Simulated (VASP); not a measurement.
# Settings for Ru: self-consistent run

Ru, P6_3/mmc (no. 194), 2 atoms in the cell. LDA; PAW potentials Ru_pv (LDA set). VASP 6.6.1.

Wanted: energy within 0.2 meV/atom; Fermi level within 0.005 eV.

What the run is for: comparing ways to start; Accuracy asked: tight.

POSCAR:
```
Ru
1.0
    2.7058000000      0.0000000000      0.0000000000
   -1.3529000000      2.3432915376      0.0000000000
    0.0000000000      0.0000000000      4.2819000000
Ru
2
Direct
    0.6666666667      0.3333333333      0.7500000000
    0.3333333333      0.6666666667      0.2500000000
```

## How the run starts (with a second run first, the time holds both)

| How the run starts (with a second run first, the time holds both) | Energy less reference (meV/atom) | Fermi level (eV) | Time (s) |
|---|---|---|---|
| from scratch: 11 SCF iterations | 0.00 | 12.6786 | 28 |
| orbitals of a nearby geometry (ISTART 1): 12 + 8 SCF iterations | 0.00 | 12.6784 | 61 |
| orbitals and density of a nearby geometry: 12 + 11 SCF iterations | 0.00 | 12.6786 | 69 |
| density of a nearby geometry (ICHARG 1): 12 + 14 SCF iterations | 0.00 | 12.6786 | 77 |
| orbitals in the old basis (ISTART 2), symmetry off: 12 + 10 SCF iterations | -1.12 | 12.6786 | 359 |

## Question

For each series: keep the first row unless others stay within half of the tolerance and take at least 30 % less time, and then take the fastest.

## Answer

- How the run starts (with a second run first, the time holds both): from scratch: 11 SCF iterations

The chosen settings are those of the reference run.

## The input

INCAR:
```
GGA = CA
ISMEAR = 1
SIGMA = 0.1
LWAVE = F
LCHARG = F
ISIF = 2
PREC = Accurate
LASPH = T
LREAL = F
ALGO = Normal
EDIFF = 1E-6
NELM = 120
GGA_COMPAT = F
ENCUT = 400
```

KPOINTS:
```
k-points
0
Gamma
  14 14 8
```

Commands:
```
cat potpaw_LDA.64/Ru_pv/POTCAR > POTCAR
mpirun -np 1 vasp_std > vasp.out
```

The chosen input took VASP 6.6.1 28 s on 1 core (Intel Xeon Platinum 8259CL @ 2.50GHz (Skylake/Cascade Lake)), a shared host.

## An input that fails: restart asked without its files

VASP's message: ERROR: charge density could not be read from file CHGCAR for ICHARG>10.

Changes against the starting input:
```
- NELM = 120
+ NELM = 60
+ ICHARG = 11
```
